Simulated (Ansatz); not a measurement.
**TiO2: properties at the relaxed cell**

An exercise on one series of results from a longer session: the logs are not shown, and one member is left open.

Computed with Ansatz 0.2.0 (DFT PBE, scalar-relativistic, plane waves, PAW, unless a step's input says otherwise).

1 further run of the same task is left out (set aside as unsound or not needed).

### Starting point

The structure is tetragonal, space group I4_1/amd (No. 141). The conventional cell has a = 3.799 Å, b = 3.799 Å, c = 9.697 Å, α = 90.00°, β = 90.00°, γ = 90.00°. Ti (site symmetry -4m2) has 6 O at 1.95 to 2.00 Å in its first shell of neighbours. O (site symmetry 2mm) is surrounded by 3 Ti at 1.95 to 2.00 Å.

Structure file:

```cif
data_structure
_symmetry_space_group_name_H-M 'P 1'
_symmetry_Int_Tables_number 1
_cell_length_a 5.5430
_cell_length_b 5.5430
_cell_length_c 5.5430
_cell_angle_alpha 139.917
_cell_angle_beta 139.917
_cell_angle_gamma 57.980
_cell_volume 69.98
loop_
_atom_site_label
_atom_site_type_symbol
_atom_site_fract_x
_atom_site_fract_y
_atom_site_fract_z
_atom_site_occupancy
Ti1 Ti 0.00000 0.00000 0.00000 1
Ti2 Ti 0.75000 0.25000 0.50000 1
O1 O 0.20649 0.20649 0.00000 1
O2 O 0.95649 0.45649 0.50000 1
O3 O 0.54351 0.04351 0.50000 1
O4 O 0.79351 0.79351 0.00000 1
```

This cell was relaxed beforehand with the same method: volume 11.66 Å³/atom, gap on the mesh 2.13 eV.

Set-up of the first run:

Input file input.yaml:

```yaml
crystal:
  lattice:
    - [-1.8996082691, 1.8996082691, 4.8485069482]
    - [1.8996082691, -1.8996082691, 4.8485069482]
    - [1.8996082691, 1.8996082691, -4.8485069482]
  atoms:
    - { symbol: Ti, position: [0.0, 0.0, 0.0] }
    - { symbol: Ti, position: [0.75, 0.25, 0.5] }
    - { symbol: O, position: [0.2064947467, 0.2064947467, 0.0] }
    - { symbol: O, position: [0.9564947467, 0.4564947467, 0.5] }
    - { symbol: O, position: [0.5435052533, 0.0435052533, 0.5] }
    - { symbol: O, position: [0.7935052533, 0.7935052533, 0.0] }
basis:
  ecutwfc: 420
kpoints:
  mp_grid: { grid: [10, 10, 10] }
  band_path:
    path:
      - [[0.0, 0.0, 0.0], [0.0, 0.0, 0.5], [0.25, 0.25, 0.25], [0.0, 0.5, 0.0], [0.0, 0.0, 0.0], [0.5, 0.5, -0.5], [0.28837533, 0.71162467, -0.28837533]]
      - [[-0.28837533, 0.28837533, 0.28837533], [0.0, 0.0, 0.0]]
      - [[0.0, 0.0, 0.5], [-0.07675065, 0.07675065, 0.5]]
      - [[0.5, 0.5, -0.07675065], [0.5, 0.5, -0.5]]
    npoints: 14
hamiltonian:
  xc: pbe
scf:
  occupations: { method: gaussian, width: 0.02 }
  n_extra_bands: 15
output:
  forces: true
  stress: true
  eigenvalues: true
  populations: true
  dos: { projected: true, de: 0.02, nscf_kmesh: { grid: [15, 15, 15] } }
  bader: true
  write_density: true
  write_potential: true
  elf: true
  volumetric_format: npy
```

The run is started by

```console
ansatz run input.yaml --threads 2 --pin off --max-ram 5120MiB --backend cpu --events-out ev --progress --plain --runs-dir out
```

Steps of the session up to this table: Bands, states and charges; Seeking the band edges over the whole zone; Levels beside the edges; Point at V/V0 = 0.97; Volume × 1.03; Point at V/V0 = 0.94; Point at V/V0 = 1.06.

One of the session's tables, all rows but one given; the rest of the session is left out.

It belongs to the step «Equation of state». 

| volume (Å³/atom) | energy above the lowest point (meV/atom) | pressure (GPa) | gap on the mesh (eV) |
| --- | --- | --- | --- |
| 10.964 | 24.4 | 11.58 | 2.08 |
| 11.314 | 5.9 | 5.51 | 2.11 |
| 11.664 | 0.0 | 0.02 | 2.13 |
| 12.014 | ? | ? | ? |
| 12.364 | 20.9 | -9.25 | 2.12 |

Estimate the missing values for volume (Å³/atom) = 12.014.

Worked estimate for «energy above the lowest point (meV/atom)». A straight line through the neighbours (11.664, 0.0) and (12.364, 20.9) gives 0.0 + (20.9 − 0.0) × (12.014 − 11.664) / (12.364 − 11.664) = 10.4; a parabola fitted to 3 rows on both sides gives 5.0.

The run gave: energy above the lowest point (meV/atom): 5.4; pressure (GPa): -4.90; gap on the mesh (eV): 2.14. In «energy above the lowest point (meV/atom)» the line misses by +5.0 and the parabola by -0.4.
